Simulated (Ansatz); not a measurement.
Wanted: the native input for an Ansatz 0.2.0 run.

* Task: band structure
* Functional: PBEsol
* Potentials or basis: Ansatz PAW
* Cutoff: 420 eV (not typed: the program's choice for these potentials)
* k mesh: 11 × 11 × 11
* Occupations: fermi-dirac, width 0.05 eV
* Spin: collinear spin, ferromagnetic start
* Starting moments: [1.0, 0.0] μB
* Path: [["G", "X", "W", "K", "G", "L", "U", "W", "L", "K"], ["U", "X"]]
* Points for each segment of the path: 14

Crystal: NiO.

```
Ni O
1.0
     0.00000    2.08590    2.08590
     2.08590    0.00000    2.08590
     2.08590    2.08590    0.00000
Ni O
1 1
Direct
  0.00000 0.00000 0.00000
  0.50000 0.50000 0.50000
```

One way to write it, as run:

input.yaml

```yaml
crystal:
  lattice:
    - [0.0, 2.0859016414, 2.0859016414]
    - [2.0859016414, 0.0, 2.0859016414]
    - [2.0859016414, 2.0859016414, 0.0]
  atoms:
    - { symbol: Ni, position: [0.0, 0.0, 0.0], spin: 1.0 }
    - { symbol: O, position: [0.5, 0.5, 0.5] }
hamiltonian:
  xc: pbesol
  pseudopotentials: { kind: paw }
magnetization:
  spin_polarized: true
kpoints:
  mp_grid: { grid: [11, 11, 11] }
  band_path:
    path:
      - [[0.0, 0.0, 0.0], [0.5, 0.0, 0.5], [0.5, 0.25, 0.75], [0.375, 0.375, 0.75], [0.0, 0.0, 0.0], [0.5, 0.5, 0.5], [0.625, 0.25, 0.625], [0.5, 0.25, 0.75], [0.5, 0.5, 0.5], [0.375, 0.375, 0.75]]
      - [[0.625, 0.25, 0.625], [0.5, 0.0, 0.5]]
    npoints: 14
scf:
  occupations: { method: fermi_dirac, width: 0.05 }
  n_extra_bands: 6
output:
  forces: true
  stress: true
  eigenvalues: true
  fatbands: false
  write_density: true
  write_potential: true
  elf: true
  volumetric_format: npy
```

Potentials or basis: Ansatz PAW.

Command:

```console
$ ansatz run input.yaml --threads 2 --pin off --max-ram 5120MiB --backend cpu --events-out ev --progress --plain --runs-dir out
```

Results of the run:

| Item | Value |
| --- | --- |
| Pressure | -7.4 GPa |
| Band gap on the k mesh | none (metal or under the smearing width) |
| Net moment | 1.40 μB per cell |
| Absolute moment | 1.41 μB per cell |
| Site moments | Ni +1.15; O +0.21 μB |

Caveat: the pressure holds a Pulay correction of +0.7 GPa for the finite cutoff; a cell with one magnetic atom can't hold antiferromagnetic order, which such compounds often take; semilocal functionals often make such compounds metallic where correlation or magnetic order opens a gap, which also shifts bond lengths; the PAW data sets come from PBE, with cores solved anew for the run's functional, which leaves a small shift of forces and pressure.

Run time: 4.5 s on 2 threads of Arm Neoverse V1, with other jobs on the host, peak memory 0.3 GiB.
